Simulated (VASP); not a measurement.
# SnSe2 (P-3m1) in VASP: settings compared

The runs below take SnSe2 through relaxation of cell and atoms, with optB88-vdW, optPBE-vdW, BEEF-vdW, vdW-DF-cx, rev-vdW-DF2.

Program: VASP 6.6.1. These are calculated values, not measurements. Logs are shortened: lines on timing, memory, paths and dates and some standing lists are left out, and cuts for length are marked.

## (1) The crystal as given

The structure is trigonal, space group P-3m1 (No. 164). The conventional cell has a = 3.811 Å, b = 3.811 Å, c = 6.136 Å, α = 90.00°, β = 90.00°, γ = 120.00°. Around Sn (site symmetry -3m) lie 6 Se at 2.68 Å. Around Se (site symmetry 3m) lie 3 Sn at 2.68 Å.

## (2) Relaxation of cell and atoms, optB88-vdW

File INCAR:

```
SYSTEM = SnSe2
PREC = Accurate
ENCUT = 600
EDIFF = 1E-6
ISMEAR = -1
SIGMA = 0.05
LREAL = .False.
LASPH = .True.
NELM = 80
ALGO = Fast
ISIF = 3
LWAVE = .False.
LCHARG = .False.
GGA = BO
LUSE_VDW = .True.
AGGAC = 0.0
PARAM1 = 0.1833333333
PARAM2 = 0.22
IBRION = 2
NSW = 60
EDIFFG = -0.01
```

File KPOINTS:

```
Automatic mesh
0
Gamma
  8 8 5
  0 0 0
```

File POSCAR:

```
SnSe2
1.0
    3.8110000000      0.0000000000      0.0000000000
   -1.9055000000      3.3004228138      0.0000000000
    0.0000000000      0.0000000000      6.1360000000
Sn Se
1 2
Direct
    0.0000000000      0.0000000000      0.0000000000
    0.6666666667      0.3333333333      0.7510000000
    0.3333333333      0.6666666667      0.2490000000
```

Potentials or basis: VASP PAW PBE potentials, release 64 (Sn_d, Se).

Command:

```
> cat potpaw_PBE.64/Sn_d/POTCAR potpaw_PBE.64/Se/POTCAR > POTCAR
> mpirun -np 1 vasp_std > vasp.out
```

OUTCAR:

```text
SYSTEM = SnSe2
   PREC = Accurate
   ENCUT = 600
   EDIFF = 1E-6
   ISMEAR = -1
   LREAL = .False.
   LASPH = .True.
   NELM = 80
   ISIF = 3
   GGA = BO
   IBRION = 2
   NSW = 60
   EDIFFG = -0.01

 ion  position               nearest neighbor table
   1  0.000  0.000  0.000-   2 2.68   3 2.68   3 2.68   2 2.68   2 2.68   3 2.68
   2  0.667  0.333  0.751-   1 2.68   1 2.68   1 2.68
   3  0.333  0.667  0.249-   1 2.68   1 2.68   1 2.68

  LATTYP: Found a hexagonal cell.
 ALAT       =     3.8110000000
 C/A-ratio  =     1.6100760955

  Lattice vectors:

 A1 = (   3.8110000000,   0.0000000000,   0.0000000000)
 A2 = (  -1.9055000000,   3.3004228138,   0.0000000000)
 A3 = (   0.0000000000,   0.0000000000,   6.1360000000)

Analysis of symmetry for initial positions (statically):
=====================================================================
 Subroutine PRICEL returns:
 Original cell was already a primitive cell.

 Routine SETGRP: Setting up the symmetry group for a
 hexagonal supercell.

 Subroutine GETGRP returns: Found 12 space group operations
 (whereof 12 operations were pure point group operations)
 out of a pool of 24 trial point group operations.

The static configuration has the point symmetry D_3d.

Analysis of symmetry for dynamics (positions and initial velocities):
=====================================================================
 Subroutine PRICEL returns:
 Original cell was already a primitive cell.

 Routine SETGRP: Setting up the symmetry group for a
 hexagonal supercell.

 Subroutine GETGRP returns: Found 12 space group operations
 (whereof 12 operations were pure point group operations)
 out of a pool of 24 trial point group operations.

The dynamic configuration has the point symmetry D_3d.

 Subroutine INISYM returns: Found 12 space group operations
 (whereof 12 operations are pure point group operations),
 and found     1 'primitive' translations

----------------------------------------------------------------------------------------

                                     Primitive cell

  volume of cell :      77.1781

  direct lattice vectors                    reciprocal lattice vectors
     3.811000000  0.000000000  0.000000000     0.262398321  0.151495741  0.000000000
    -1.905500000  3.300422814  0.000000000     0.000000000  0.302991482  0.000000000
     0.000000000  0.000000000  6.136000000     0.000000000  0.000000000  0.162972621

  length of vectors
     3.811000000  3.811000000  6.136000000     0.302991482  0.302991482  0.162972621

  position of ions in fractional coordinates (direct lattice)
     0.000000000  0.000000000  0.000000000
     0.666666667  0.333333333  0.751000000
     0.333333333  0.666666667  0.249000000

  ion indices of the primitive-cell ions
   primitive index   ion index
                 1           1
                 2           2
                 3           3

----------------------------------------------------------------------------------------

 KPOINTS: Automatic mesh

Automatic generation of k-mesh.
 Grid dimensions read from file:
 generate k-points for:    8    8    5

 Generating k-lattice:

  Cartesian coordinates                     Fractional coordinates (reciprocal lattice)
     0.032799790  0.018936968  0.000000000     0.125000000  0.000000000  0.000000000
     0.000000000  0.037873935  0.000000000     0.000000000  0.125000000  0.000000000
     0.000000000  0.000000000  0.032594524     0.000000000  0.000000000  0.200000000

  Length of vectors
     0.037873935  0.037873935  0.032594524

  Shift w.r.t. Gamma in fractional coordinates (k-lattice)
     0.000000000  0.000000000  0.000000000

 Subroutine IBZKPT returns following result:
 ===========================================

 Found     40 irreducible k-points:

 Following reciprocal coordinates:
            Coordinates               Weight
  0.000000  0.000000  0.000000      1.000000
  0.125000  0.000000  0.000000      6.000000
  0.250000  0.000000  0.000000      6.000000
  0.375000  0.000000  0.000000      6.000000
  0.500000  0.000000  0.000000      3.000000
  0.125000  0.125000  0.000000      6.000000
[... 16 lines left out ...]
 -0.125000  0.500000  0.200000     12.000000
  0.250000  0.250000  0.200000     12.000000
 [... further k-points ...]
   k-points           NKPTS =     40   k-points in BZ     NKDIM =     40   number of bands    NBANDS=     17
   number of dos      NEDOS =    301   number of ions     NIONS =      3
   total plane-waves  NPLWV =  45000
   dimension x,y,z NGX =    30 NGY =   30 NGZ =   50
   dimension x,y,z NGXF=    60 NGYF=   60 NGZF=  100
   ions per type =               1   2
   NGX,Y,Z   is equivalent  to a cutoff of  13.09, 13.09, 13.55 a.u.
   NGXF,Y,Z  is equivalent  to a cutoff of  26.17, 26.17, 27.09 a.u.
 SYSTEM =  SnSe2
   PREC   = accura    normal or accurate (medium, high low for compatibility)
   ISTART =      0    job   : 0-new  1-cont  2-samecut
   ICHARG =      2    charge: 1-file 2-atom 10-const
   ISPIN  =      1    spin polarized calculation?
   LNONCOLLINEAR =      F non collinear calculations
   LSORBIT =      F    spin-orbit coupling
   LASPH  =      T    aspherical Exc in radial PAW
   ENCUT  =  600.0 eV  44.10 Ry    6.64 a.u.   7.61  7.61 12.26*2*pi/ulx,y,z
   NELM   =     80;   NELMIN=  2; NELMDL= -5     # of ELM steps
   EDIFF  = 0.1E-05   stopping-criterion for ELM
   LREAL  =      F    real-space projection
   EDIFFG = -.1E-01   stopping-criterion for IOM
   NSW    =     60    number of steps for IOM
   IBRION =      2    ionic relax: 0-MD 1-quasi-New 2-CG
   NFREE  =      1    steps in history (QN), initial steepest desc. (CG)
   ISIF   =      3    stress and relaxation
   ISYM   =      2    0-nonsym 1-usesym 2-fastsym
   POTIM  = 0.5000    time-step for ionic-motion
   TEBEG  =    0.0;   TEEND  =   0.0 temperature during run
   PSTRESS=    0.0 pullay stress
   NELECT =      26.0000    total number of electrons
   NUPDOWN=      -1.0000    fix difference up-down
   EMIN   =  10.00;   EMAX   =-10.00  energy-range for DOS
   EFERMI =   0.00;   METHOD = LEGACY
   ISMEAR =    -1;   SIGMA  =   0.05  broadening in eV -4-tet -1-fermi 0-gaus
   EFERMI_NEDOS =   21; number of points for ismear=-14 and -15
   IALGO  =     68    algorithm
   IMIX   =      4    mixing-type and parameters
     AMIX     =   0.40;   BMIX     =  1.00
     AMIX_MAG =   1.60;   BMIX_MAG =  1.00
  volume/ion in A,a.u.               =      25.73       173.61
  Fermi-wavevector in a.u.,A,eV,Ry     =   1.139116  2.152617 17.654722  1.297585
  Thomas-Fermi vector in A             =   2.275820
   LORBIT       =      0    0 simple, 1 ext, 2 COOP (PROOUT), +10 PAW based schemes
   GGA     = BO    functional components
   LHFCALC =     F    Hartree Fock is set to
   AEXX    =    0.0000 exact exchange contribution
   IVDW_NL    =     1    kernel type
   BPARAM     = 6.3000
   IVDW    =     0    specifies the selected vdW correction
   LEPSILON=     F    determine dielectric tensor
   LRPA    =     F    only Hartree local field effects (RPA)
 conjugate gradient relaxation of ions
 non-spin polarized calculation
 RMM-DIIS sequential band-by-band and
  energy-cutoff  :      600.00
  volume of cell :       77.18
 maximum number of plane-waves:      2605
   NGX = 15   NGY = 15   NGZ = 25

--------------------------------------- Ionic step        1  -------------------------------------------

 number of electron      25.9999991 magnetization

 Free energy of the ion-electron system (eV)
  ---------------------------------------------------
  ext. energy  EPLUGINS =         0.00000000
  ---------------------------------------------------
  free energy    TOTEN  =        -5.17797330 eV

  energy without entropy =       -5.17794027  energy(sigma->0) =       -5.17795679

 E-fermi :   4.4330     XC(G=0):  -9.5254

 val. band max:        4.0402048664   @ k =   0.1250   0.0000   0.0000
 cond. band min:       4.7926439591   @ k =   0.5000   0.0000   0.4000
 fundamental gap:      0.7524390926
 Fermi energy:         4.4330131674

 k-point     1 :       0.0000    0.0000    0.0000
  band No.  band energies     occupation
      1     -17.2787      2.00000
      2     -17.2787      2.00000
      3     -17.2319      2.00000
      4     -17.2200      2.00000
      5     -17.2200      2.00000
      6      -9.9782      2.00000
[... 457 lines left out ...]
      4     -17.2143      2.00000
      5     -17.1957      2.00000
      6      -8.3941      2.00000
[... 9 lines left out ...]
     16      10.0829      0.00000
     17      10.9747      0.00000

 [... further k-points ...]

------------------------ aborting loop because EDIFF is reached ----------------------------------------

  FORCE on cell =-STRESS in cart. coord.  units (eV):
  Direction    XX          YY          ZZ          XY          YZ          ZX
  --------------------------------------------------------------------------------------
  -------------------------------------------------------------------------------------
  Total        2.5440218      2.5440218      3.0340635      0.0000000      0.0000000     -0.0000000
  in kB       52.8125985     52.8125985     62.9856137      0.0000000      0.0000000     -0.0000000
  external PRESSURE =      56.2036035 kB  Pullay stress =       0.0000000 kB
[... 100 lines left out ...]
  energy  without entropy=       -5.2941026438  energy(sigma->0) =       -5.29418593

Total vdW correction in eV:      4.4949683

[... ionic steps 4 to 11 ...]

--------------------------------------- Ionic step       12  -------------------------------------------

 number of electron      26.0000002 magnetization

------------------------ aborting loop because EDIFF is reached ----------------------------------------
[... 73 lines left out ...]
--------------------------------------- Ionic step       14  -------------------------------------------

 number of electron      26.0000002 magnetization

 Free energy of the ion-electron system (eV)
  ---------------------------------------------------
  ext. energy  EPLUGINS =         0.00000000
  ---------------------------------------------------
  free energy    TOTEN  =        -5.29964427 eV

  energy without entropy =       -5.29931203  energy(sigma->0) =       -5.29947815

 E-fermi :   3.9326     XC(G=0):  -9.3842

 val. band max:        3.6836225728   @ k =   0.1250   0.0000   0.0000
 cond. band min:       4.1738772831   @ k =   0.5000   0.0000   0.4000
 fundamental gap:      0.4902547103
 Fermi energy:         3.9325651754

 k-point     1 :       0.0000    0.0000    0.0000
  band No.  band energies     occupation
      1     -17.6311      2.00000
      2     -17.6311      2.00000
      3     -17.5965      2.00000
      4     -17.5893      2.00000
      5     -17.5893      2.00000
      6      -9.9135      2.00000
[... 457 lines left out ...]
      4     -17.5859      2.00000
      5     -17.5707      2.00000
      6      -8.5474      2.00000
[... 9 lines left out ...]
     16       9.1751      0.00000
     17       9.9169      0.00000

 [... further k-points ...]

------------------------ aborting loop because EDIFF is reached ----------------------------------------

  FORCE on cell =-STRESS in cart. coord.  units (eV):
  Direction    XX          YY          ZZ          XY          YZ          ZX
  --------------------------------------------------------------------------------------
  -------------------------------------------------------------------------------------
  Total       -0.0217404     -0.0217404     -0.0196647      0.0000000      0.0000000      0.0000000
  in kB       -0.4319654     -0.4319654     -0.3907220      0.0000000      0.0000000      0.0000000
  external PRESSURE =      -0.4182176 kB  Pullay stress =       0.0000000 kB
[... 22 lines left out ...]
  energy  without entropy=       -5.2993120283  energy(sigma->0) =       -5.29947815

Total vdW correction in eV:      4.4495286

 reached required accuracy - stopping structural energy minimisation
```

Wall time 13 min (1 thread of Intel Xeon 6975P-C (Granite Rapids), shared host); peak memory 0.51 GiB.

Results:

* Free energy: -5.2996 eV
* Relaxed volume: 26.88 Å³/atom
* Relaxed cell: a = 3.894 Å, b = 3.894 Å, c = 6.140 Å, α = 90.00°, β = 90.00°, γ = 120.00°
* Space group after relaxing (to 0.05 Å): P-3m1 (No. 164)
* Energy gained by relaxing: 40.6 meV/atom
* Ionic steps: 14
* Pressure after relaxing: 0.0 GPa
* Band gap on the k mesh: 0.49 eV, indirect (least direct gap 0.61 eV)

The path:
| step | energy change (eV) | largest force (eV/Å) | pressure (GPa) | volume (Å³) |
| --- | --- | --- | --- | --- |
| 1 | 0.0000 | 0.9919 | 5.62 | 77.18 |
| 2 | -0.0449 | 0.4828 | -3.56 | 87.70 |
| 3 | -0.1163 | 0.0892 | -0.20 | 82.76 |
| 4 | -0.1163 | 0.1054 | -0.09 | 82.64 |
| 5 | -0.1172 | 0.0823 | -0.04 | 82.40 |
| 6 | -0.1180 | 0.0534 | -0.03 | 82.10 |
| 7 | -0.1177 | 0.0044 | 0.13 | 81.50 |
| 8 | -0.1181 | 0.0300 | 0.07 | 81.85 |
| 9 | -0.1190 | 0.0091 | -0.07 | 81.80 |
| 10 | -0.1201 | 0.0526 | -0.42 | 81.65 |
| 11 | -0.1205 | 0.0446 | -0.35 | 81.50 |
| 12 | -0.1214 | 0.0216 | -0.18 | 81.06 |
| 13 | -0.1214 | 0.0245 | 0.17 | 80.18 |
| 14 | -0.1217 | 0.0009 | -0.04 | 80.64 |

Final structure:
```cif
data_structure
_symmetry_space_group_name_H-M 'P 1'
_symmetry_Int_Tables_number 1
_cell_length_a 3.8941
_cell_length_b 3.8941
_cell_length_c 6.1403
_cell_angle_alpha 90.000
_cell_angle_beta 90.000
_cell_angle_gamma 120.000
_cell_volume 80.64
loop_
_atom_site_label
_atom_site_type_symbol
_atom_site_fract_x
_atom_site_fract_y
_atom_site_fract_z
_atom_site_occupancy
Sn1 Sn 0.00000 0.00000 0.00000 1
Se1 Se 0.66667 0.33333 0.73903 1
Se2 Se 0.33333 0.66667 0.26097 1
```

Caveat: the PAW data sets were made with another functional, which shifts forces and pressure a little; spin-orbit coupling is left out, which moves the levels of the heavy elements; an odd mesh through Γ misses points on the zone boundary, where band edges often lie.

## (3) Relaxation of cell and atoms, optPBE-vdW

File INCAR:

```
AGGAC = 0.0
ALGO = Fast
EDIFF = 1E-7
EDIFFG = -0.01
ENCUT = 600
GGA = OR
IBRION = 2
ISIF = 3
ISMEAR = -1
LASPH = True
LCHARG = False
LREAL = False
LUSE_VDW = True
LWAVE = False
NELM = 100
NSW = 40
PREC = Accurate
SIGMA = 0.05
```

File KPOINTS:

```
k-points
0
Gamma
  8 8 5
```

POSCAR is that of step 2.

Potentials or basis: VASP PAW PBE potentials, release 64 (Sn_d, Se).

Command:

```
> cat potpaw_PBE.64/Sn_d/POTCAR potpaw_PBE.64/Se/POTCAR > POTCAR
> mpirun -np 1 vasp_std > vasp.out
```

Run time: 6.7 min. Hardware: 1 thread of Intel Xeon 6975P-C (Granite Rapids), shared host; peak memory 0.5 GiB.

Results (log left out):

```
Free energy                            : -4.9542 eV
Relaxed volume                         : 27.85 Å³/atom
Relaxed cell                           : a = 3.905 Å, b = 3.905 Å, c = 6.329 Å, α = 90.00°, β = 90.00°, γ = 120.00°
Space group after relaxing (to 0.05 Å) : P-3m1 (No. 164)
Energy gained by relaxing              : 50.7 meV/atom
Ionic steps                            : 6
Pressure after relaxing                : 0.0 GPa
Largest force after relaxing           : 0.007 eV/Å
Band gap on the k mesh                 : 0.60 eV, indirect (least direct gap 0.81 eV)
```

Forces on the atoms (eV/Å):
```
Sn   0.000  0.000  0.000
Se   0.000  0.000 -0.007
Se   0.000  0.000  0.007
```

Step by step:
```
step  energy change (eV)  largest force (eV/Å)  pressure (GPa)  volume (Å³)
   1              0.0000                1.0245            6.60        77.18
   2             -0.0642                0.5934           -3.69        89.63
   3             -0.1519                0.0093           -0.09        83.80
   4             -0.1519                0.0262            0.01        83.67
   5             -0.1520                0.0175            0.03        83.62
   6             -0.1520                0.0073            0.04        83.56
```

Final structure:
```
CELL_PARAMETERS angstrom
3.90457 0.00000 0.00000
-1.95229 3.38146 0.00000
0.00000 0.00000 6.32853
ATOMIC_POSITIONS crystal
Sn 0.00000 0.00000 0.00000
Se 0.66667 0.33333 0.74621
Se 0.33333 0.66667 0.25379
```

Levels at points of the mesh, in eV from the valence-band top:
```
           k point  band 9  band 10  band 11  band 12  band 13  band 14  band 15  band 16  band 17
(0.00, 0.00, 0.00)   -0.51    -0.51    -0.26    -0.26    -0.10     0.72     3.09     4.52     4.52
(0.50, 0.00, 0.00)   -3.93    -2.63    -2.25    -1.12    -0.23     1.07     3.73     5.16     5.56
```

Caveat: the PAW data sets were made with another functional, which shifts forces and pressure a little; spin-orbit coupling is left out, which moves the levels of the heavy elements; an odd mesh through Γ misses points on the zone boundary, where band edges often lie.

## (4) Relaxation of cell and atoms, BEEF-vdW

File INCAR:

```
SYSTEM = SnSe2
  ALGO = Fast
  EDIFF = 1E-6
  EDIFFG = -0.02
  ENCUT = 600
  GGA = BF
  IBRION = 2
  ISIF = 3
  ISMEAR = -1
  LASPH = .True.
  LCHARG = .False.
  LREAL = .False.
  LUSE_VDW = .True.
  LWAVE = .False.
  NELM = 100
  NSW = 60
  PREC = Accurate
  SIGMA = 0.05
  ZAB_VDW = -1.8867
```

File KPOINTS:

```
k-points
0
Gamma
  8 8 5
  0 0 0
```

POSCAR is that of step 3.

Command:

```
> cat potpaw_PBE.64/Sn_d/POTCAR potpaw_PBE.64/Se/POTCAR > POTCAR
> mpirun -np 1 vasp_std > vasp.out
```

Wall time 15 min (1 thread of Intel Xeon 6975P-C (Granite Rapids), shared host); peak memory 0.5 GiB.

The run converged. Its results:

```yaml
Free_energy: -5.2967 eV
Relaxed_volume: 29.69 Å³/atom
Relaxed_cell: a = 3.903 Å, b = 3.903 Å, c = 6.751 Å, α = 90.00°, β = 90.00°, γ = 120.00°
Space_group_after_relaxing_to_0.05_Å: P-3m1 (No. 164)
Energy_gained_by_relaxing: 53.1 meV/atom
Ionic_steps: 14
Pressure_after_relaxing: 0.0 GPa
Band_gap_on_the_k_mesh: 0.72 eV, indirect (least direct gap 1.12 eV)
```

Step by step:
```tsv
step	energy change (eV)	largest force (eV/Å)	pressure (GPa)	volume (Å³)
1	0.0000	0.9223	6.53	77.18
2	-0.0708	0.6534	-3.24	89.49
3	-0.1471	0.0781	0.04	83.87
4	-0.1471	0.0602	0.15	83.73
5	-0.1478	0.0590	0.16	83.89
6	-0.1497	0.0521	0.11	84.35
7	-0.1529	0.0373	0.08	85.27
8	-0.1574	0.0004	0.07	87.12
9	-0.1566	0.1122	0.14	90.80
10	-0.1587	0.0580	0.13	88.81
11	-0.1565	0.1358	-0.61	90.24
12	-0.1591	0.0022	-0.08	89.22
13	-0.1591	0.0013	0.09	88.90
14	-0.1592	0.0006	0.00	89.07
```

Final structure:
```
Sn Se
1.0
     3.90328    0.00000    0.00000
    -1.95164    3.38034    0.00000
     0.00000    0.00000    6.75067
Sn Se
1 2
Direct
  0.00000 0.00000 0.00000
  0.66667 0.33333 0.76297
  0.33333 0.66667 0.23703
```

Levels at points of the mesh, in eV from the valence-band top:
```
           k point  band 10  band 11  band 12  band 13  band 14  band 15  band 16  band 17
(0.00, 0.00, 0.00)    -0.47    -0.34    -0.16    -0.16     0.98     3.20     4.60     4.60
(0.50, 0.00, 0.00)    -2.34    -2.12    -0.81    -0.25     1.00     3.96     5.47     5.85
```

Caveat: the volume moved by over 15 % at a fixed basis, so the end points are rough; the PAW data sets were made with another functional, which shifts forces and pressure a little; spin-orbit coupling is left out, which moves the levels of the heavy elements; an odd mesh through Γ misses points on the zone boundary, where band edges often lie; the volume moved by +15 % from the deposited cell, more than functionals usually miss. Zero-point motion and thermal expansion aren't in these numbers.

[end of part 1 of 2]
